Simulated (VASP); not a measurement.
Set up this calculation in VASP 6.6.1, as the native input.

| Quantity | Value |
| --- | --- |
| Task | single point |
| Functional | PBE |
| Potentials or basis | VASP PAW PBE potentials, release 64 (Li_sv) |
| Cutoff | 520 eV |
| k mesh | 2 × 2 × 2 |
| Occupations | methfessel-paxton, width 0.1 eV |
| Spin | no spin polarisation |
| Dipole correction | no |
| Further INCAR settings | LREAL = Auto; ALGO = Normal; EDIFF = 1e-07; NBANDS = 36 |

The structure of Li (a cell with a defect) lies in POSCAR:

```
Li
1.0
    6.8672126126      0.0000000000      0.0000000000
    0.0000000000      6.8672126126      0.0000000000
    0.0000000000      0.0000000000      6.8672126126
Li
15
Direct
   -0.0007321748     -0.0007288255      0.5072435057
   -0.0007324660      0.5072405933     -0.0007331941
    0.0143194926      0.4805312120      0.4805351438
    0.5072429232     -0.0007289712     -0.0007330485
    0.4805349981      0.0143228418      0.4805357262
    0.4805344157      0.4805312120      0.0143189101
    0.5010124477      0.5010095353      0.5010130302
    0.1249820048      0.1249860822      0.1249814224
    0.2507387054      0.2507424915      0.7427575477
    0.2507385598      0.7427546354      0.2507379773
    0.2356861643      0.7694603762      0.7694644535
    0.7427572565      0.2507424915      0.2507382685
    0.7694644535      0.2356898048      0.7694648904
    0.7694638710      0.7694602305      0.2356855818
    0.7489893338      0.7489861302      0.7489897707
```

The cell was built by a generator and needn't be a form met in nature.

The input as run:

INCAR

```
SYSTEM = Li
PREC = Accurate
ENCUT = 520
EDIFF = 1E-7
ISMEAR = 1
SIGMA = 0.1
LREAL = Auto
LASPH = .True.
NELM = 80
ALGO = Normal
ISIF = 2
LWAVE = .False.
LCHARG = .True.
GGA = PE
LELF = .True.
LVHAR = .True.
NBANDS = 36
```

KPOINTS

```
regular mesh
0
Gamma
  2 2 2
  0 0 0
```

Potentials or basis: VASP PAW PBE potentials, release 64 (Li_sv).

Command:

```bash
$ cat potpaw_PBE.64/Li_sv/POTCAR > POTCAR
$ mpirun -np 1 vasp_std > vasp.out
```

It gave:

```json
{
  "Largest force": "0.006 eV/Å",
  "Band gap on the k mesh": "none (metal or under the smearing width)"
}
```

Caveat: the k mesh is coarse (spacing up to 0.46 Å⁻¹), so the values aren't converged.

Wall time 68 s on 1 thread of Intel(R) Xeon(R) Platinum 8488C (Sapphire Rapids), on a shared host, peak memory 0.36 GiB.
